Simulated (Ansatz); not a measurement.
# AlGa3N4: the cost of one run

Program: Ansatz 0.2.0. Level of theory: DFT PBEsol, scalar-relativistic, plane waves, PAW. These are calculated values, not measurements.

2 further runs of the same task are left out: 2 set aside as unsound or not needed.

### Step 1. The structure to begin with

It takes space group Pm (No. 6, monoclinic). Conventional cell: a = 5.142 Å, b = 3.165 Å, c = 5.478 Å, α = 90.00°, β = 90.04°, γ = 90.00°. Al (site symmetry m) has 4 N at 1.89 to 1.90 Å in its first shell of neighbours. Around Ga (site symmetry m) lie 4 N at 1.94 to 1.95 Å. Ga (site symmetry m) has 4 N at 1.94 to 1.96 Å in its first shell of neighbours. Ga (site symmetry m) has 4 N at 1.95 to 1.96 Å in its first shell of neighbours. Around N (site symmetry m) lie 1 Al at 1.89 Å and 3 Ga at 1.95 Å. N (site symmetry m) is surrounded by 2 Al at 1.90 Å and 2 Ga at 1.96 Å. Around N (site symmetry m) lie 4 Ga at 1.94 to 1.95 Å. N (site symmetry m) has 1 Al at 1.90 Å and 3 Ga at 1.94 Å in its first shell of neighbours.

As a file:

```cif
data_structure
_symmetry_space_group_name_H-M 'Pm'
_symmetry_Int_Tables_number 6
_cell_length_a 5.1424
_cell_length_b 3.1650
_cell_length_c 5.4785
_cell_angle_alpha 90.000
_cell_angle_beta 90.036
_cell_angle_gamma 90.000
_cell_volume 89.17
loop_
_atom_site_label
_atom_site_type_symbol
_atom_site_symmetry_multiplicity
_atom_site_Wyckoff_symbol
_atom_site_fract_x
_atom_site_fract_y
_atom_site_fract_z
_atom_site_occupancy
Al1 Al 1 b 0.00060 0.50000 0.66736 1
Ga1 Ga 1 b 0.49912 0.50000 0.33492 1
Ga2 Ga 1 a 0.49903 0.00000 0.83156 1
Ga3 Ga 1 a 0.99986 0.00000 0.16618 1
N1 N 1 b 0.11967 0.50000 0.34010 1
N2 N 1 a 0.11765 0.00000 0.82638 1
N3 N 1 a 0.62044 0.00000 0.16622 1
N4 N 1 b 0.63123 0.50000 0.66730 1
```

It goes back to an entry of the Materials Project, which need not be the stable form.

It is the result of an earlier relaxation at this level (volume 11.15 Å³/atom; gap on the mesh: 2.36 eV).

The unstrained cell was computed beforehand with the same settings: E(σ→0) = -13274.4685 eV for 8 atoms, gap 2.36 eV over the zone.

### Step 2. At -1.5 %

The input, input.yaml:

```yaml
crystal:
  lattice:
    - [5.1616349826, 0.0, 6.08283e-05]
    - [0.0, 3.1768534941, 0.0]
    - [-0.0034043984, 0.0, 5.3963168079]
  atoms:
    - { symbol: Al, position: [0.0006034235, 0.5, 0.6673576246] }
    - { symbol: Ga, position: [0.4991167026, 0.5, 0.3349195796] }
    - { symbol: Ga, position: [0.499027384, 0.0, 0.8315570006] }
    - { symbol: Ga, position: [0.9998617813, 0.0, 0.1661805284] }
    - { symbol: "N", position: [0.1196687536, 0.5, 0.3400974151] }
    - { symbol: "N", position: [0.1176459797, 0.0, 0.8263760593] }
    - { symbol: "N", position: [0.6204436392, 0.0, 0.1662162869] }
    - { symbol: "N", position: [0.6312323461, 0.5, 0.6672965055] }
basis:
  ecutwfc: 420
kpoints:
  mp_grid: { grid: [6, 8, 6] }
hamiltonian:
  xc: pbesol
scf:
  occupations: { method: gaussian, width: 0.02 }
output:
  forces: true
  stress: true
  eigenvalues: true
relax:
  adjacent_minimum: "off"
  f_tol: 0.008
  max_steps: 40
  cell: { stress_tol: 0.015, fix: [c, angles] }
```

Started as:

```bash
ansatz run input.yaml --threads 2 --pin off --max-ram 5120MiB --backend cpu --events-out ev --progress --plain --runs-dir out
```

Q: Estimate wall time and peak memory on 2 threads of Intel Xeon Platinum 8259CL at 2.50GHz (Skylake/Cascade Lake), shared host.

About 94 s, with a peak of 0.62 GiB.
